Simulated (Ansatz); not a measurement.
CdS: pressure against volume

CdS, P6_3mc, a = 4.197 Å, c = 6.828 Å. Ansatz: PBE, PAW, 420 eV, Γ-centred 6×6×4 mesh on 4 atoms, Gaussian smearing 0.02 eV; no spin polarisation. Shape and atoms are relaxed at each volume; pressure is positive in compression.

```tsv
V (Å³/atom)	P (GPa)
22.915	9.11
23.696	6.22
24.477	3.79
25.258	1.73
26.039	0.00
26.820	-1.47
27.602	?
28.643	-4.08
```

Task: Take V0 = 26.039 Å³/atom, fit the third-order Birch–Murnaghan form to the other rows, and predict the missing pressure.

Result: With the Eulerian strain f = ½[(V0/V)^(2/3) − 1] and y = P/[3f(1 + 2f)^(5/2)], the form is the line y = B0 + 1.5 B0 (B0′ − 4) f. Rows (f, y): 0.04447, 55.2; 0.03244, 54.6; 0.02105, 54.1; 0.01025, 53.5; -0.00975, 52.8; -0.03078, 51.8. Means f = 0.01128, y = 53.667; Σ(Δf)² = 0.003857, ΣΔfΔy = 0.1718; the slope is their ratio. y = 53.16 + 44.54 f GPa, so B0 = 53.2 GPa and B0′ = 4 + 2 × (44.54)/(3 × 53.16) = 4.56. At V = 27.602, f = -0.01906, y = 52.31 and P = -2.71 GPa. The run gave -2.72 GPa, so the fit is 0.01 GPa too high, a small miss on the scale of the series.